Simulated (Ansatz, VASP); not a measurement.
One calculation of LaB6 (db), two programs

```
La B
1.0
     4.15700    0.00000    0.00000
     0.00000    4.15700    0.00000
     0.00000    0.00000    4.15700
La B
1 6
Direct
  0.00000 0.00000 0.00000
  0.19985 0.50000 0.50000
  0.50000 0.19985 0.50000
  0.80015 0.50000 0.50000
  0.50000 0.80015 0.50000
  0.50000 0.50000 0.19985
  0.50000 0.50000 0.80015
```

Alike in both runs: functional PBE; k mesh 8 × 8 × 8; occupations gaussian, width 0.1 eV; no spin polarisation.

Ansatz relaxed the structure, and its values are those at the end. VASP's run is a single point on that final structure, the one shown.

```csv
,VASP,Ansatz
version,VASP 6.6.1,Ansatz 0.2.0
potentials or method,"VASP PAW PBE potentials, release 64 (La, B)","scalar-relativistic, plane waves, PAW"
plane-wave cutoff (eV),520,420
valence electrons in the cell,29,29
```

```tsv
	VASP	Ansatz	Ansatz less VASP
gap on the k mesh at the Fermi level (eV)	none	none	-
pressure (GPa)	-0.4	-0.3	+0.07
rms of the force components (eV/Å)	0.009	0.000	-0.0087
```

A gap of «none» marks a metal or a gap that the smearing closes. The functional is the same, so the differences come from potentials, cutoffs and numerics. Ansatz warned: «stress_scf_threshold_loose».

Spin-orbit coupling is left out, which matters for the levels of La.
